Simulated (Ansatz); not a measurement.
# CdS (Greenockite): gaps at several levels of theory

One table from this session's results is given with a row withheld; the runs are named, their logs left out.

Program: Ansatz 0.2.0. Level of theory: DFT PBEsol, scalar-relativistic, plane waves, PAW. These are calculated values, not measurements.

That is the level of the relaxation; later steps name their own.

1 further run of the same task is left out (set aside as unsound or not needed).

## The starting structure

The structure is hexagonal, space group P6_3mc (No. 186). The conventional cell has a = 4.124 Å, b = 4.124 Å, c = 6.710 Å, α = 90.00°, β = 90.00°, γ = 120.00°. Cd (site symmetry 3m) is surrounded by 4 S at 2.52 to 2.53 Å. S (site symmetry 3m) is surrounded by 4 Cd at 2.52 to 2.53 Å.

As a file:

```
Cd S
1.0
     4.12382    0.00000    0.00000
    -2.06191    3.57134    0.00000
     0.00000    0.00000    6.70950
Cd S
2 2
Direct
  0.33333 0.66667 0.99924
  0.66667 0.33333 0.49924
  0.33333 0.66667 0.37576
  0.66667 0.33333 0.87576
```

It is the result of an earlier relaxation at this level (volume 24.70 Å³/atom; gap on the mesh: 1.09 eV).

Set-up of the first run:

input.yaml

```yaml
crystal:
  lattice:
    - [4.1238232227, 0.0, 0.0]
    - [-2.0619116114, 3.5713356716, 0.0]
    - [0.0, 0.0, 6.7095013034]
  atoms:
    - { symbol: Cd, position: [0.3333333333, 0.6666666667, -0.0007597461] }
    - { symbol: Cd, position: [0.6666666667, 0.3333333333, 0.4992402539] }
    - { symbol: S, position: [0.3333333333, 0.6666666667, 0.3757597461] }
    - { symbol: S, position: [0.6666666667, 0.3333333333, 0.8757597461] }
basis:
  ecutwfc: 420
kpoints:
  mp_grid: { grid: [9, 9, 4] }
  band_path: { path: [VBM, CBM], npoints: 2 }
hamiltonian:
  xc: pbesol
scf:
  occupations: { method: gaussian, width: 0.02 }
output:
  forces: true
  stress: true
  eigenvalues: true
```

Run with:

```
ansatz run input.yaml --threads 4 --pin off --max-ram 10240MiB --backend cpu --events-out ev --progress --plain --runs-dir out
```

Among the steps run: Band edges over the whole zone; Levels with PBEsol, 250 eV and coarse mesh; Levels with LDA; Levels with PBE0; Levels with Hartree-Fock.

One of the session's tables, all rows but one given; the rest of the session is left out.

| level | gap (eV) | least direct gap (eV) |
| --- | --- | --- |
| PBEsol, 250 eV and coarse mesh | 1.10 | 1.10 |
| LDA | 0.95 | 0.95 |
| PBE0 | ? | ? |
| Hartree-Fock | 8.61 | 8.61 |

**Question.** Estimate the row for PBE0.

**Answer.** gap (eV): 2.91; least direct gap (eV): 2.91. In the column «gap (eV)» it lies between PBEsol, 250 eV and coarse mesh (1.10) and Hartree-Fock (8.61).

Gaps are by band count over the mesh and the named points; a gap of 0 means that the bands overlap or touch.

Caveats from the session: Warnings in the runs' records: cutoff below recommended.
